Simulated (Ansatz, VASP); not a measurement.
One calculation of Al, two programs

```
Al
1.0
    -2.61094    2.61094    1.35445
     2.61094   -2.61094    1.35445
     2.61094    2.61094   -1.35445
Al
2
Direct
  0.62500 0.87500 0.75000
  0.37500 0.12500 0.25000
```

Alike in both runs: functional PBE; k mesh 16 × 16 × 16; occupations fermi-dirac, width 0.05 eV; no spin polarisation.

Ansatz relaxed the structure, and its values are those at the end. VASP's run is a single point on that final structure, the one shown.

```csv
,VASP,Ansatz
version,VASP 6.6.1,Ansatz 0.2.0
potentials or method,"VASP PAW PBE potentials, release 64 (Al), cutoff 520 eV","all-electron LAPW, scalar-relativistic"
```

|  | VASP | Ansatz | Ansatz less VASP |
| --- | --- | --- | --- |
| pressure (GPa) | 2.6 | 2.6 | -0.01 |

Ansatz ran all-electron here, so the differences hold the error of VASP's frozen core and of both bases.
